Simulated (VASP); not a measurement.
Runs of VASP 6.6.1 on PbSe (Clausthalite). It takes space group Fm-3m (No. 225, cubic). Conventional cell: a = 6.124 Å, b = 6.124 Å, c = 6.124 Å, α = 90.00°, β = 90.00°, γ = 90.00°. Around Pb (site symmetry m-3m) lie 6 Se at 3.06 Å. Se (site symmetry m-3m) has 6 Pb at 3.06 Å as nearest neighbours. 

| task | level | potentials or basis | cell | gap on the mesh (eV) | pressure (GPa) | relaxed volume (Å³/atom) |
| --- | --- | --- | --- | --- | --- | --- |
| relaxation of cell and atoms | PBEsol | VASP PAW PBE potentials, release 64 (Pb_d, Se) | relaxed | (a) | 0.0 | 28.41 |
| single point | PBEsol | VASP PAW PBE potentials, release 64 (Pb_d, Se) | as given | 0.21 | (b) | - |
| relaxation of cell and atoms | LDA | VASP PAW LDA potentials, release 64 (Pb_d, Se) | relaxed | 0.03 | 0.0 | 27.60 |
| relaxation of cell and atoms | PBE | VASP PAW PBE potentials, release 64 (Pb_d, Se) | relaxed | 0.44 | 0.0 | 30.06 |

Alike in all rows: no spin polarisation; k mesh 8 × 8 × 8; cutoff (eV) 520; smearing gaussian 0.02 eV.

Question: Fill in the values left out.

Answer: (a) 0.17; (b) -0.6.

Caveats: spin-orbit coupling is left out, which as a rule narrows the gap of such compounds by several tenths of an eV; the PAW data sets were made with another functional, which shifts forces and pressure a little (some runs).

A k mesh can miss the band edges, and the runs leave out spin-orbit coupling on Pb, Se.
